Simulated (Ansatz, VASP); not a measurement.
# S: VASP beside Ansatz

```
S
1.0
     0.00000    2.04083    2.04083
     2.04083    0.00000    2.04083
     2.04083    2.04083    0.00000
S
1
Direct
  0.00000 0.00000 0.00000
```

Alike in both runs: task relaxation of cell and atoms; functional PBE; k mesh 17 × 17 × 17; occupations fermi-dirac, width 0.05 eV; no spin polarisation.

```csv
,VASP,Ansatz
version,VASP 6.6.1,Ansatz 0.2.0
potentials or method,"VASP PAW PBE potentials, release 64 (S)","PAW with Ansatz's default frozen-core files, scalar-relativistic"
plane-wave cutoff (eV),600,420
valence electrons in the cell,6,6
```

Ansatz gave:

```
relaxed volume (Å³/atom)                                     : 15.87
relaxed cell length with the largest relative difference (Å) : 2.821
energy change over the relaxation (meV/atom)                 : -17
```

**Question.** Estimate VASP's values.

**Answer.** Relaxed volume (Å³/atom): 15.85; relaxed cell length with the largest relative difference (Å): 2.819; energy change over the relaxation (meV/atom): -18.
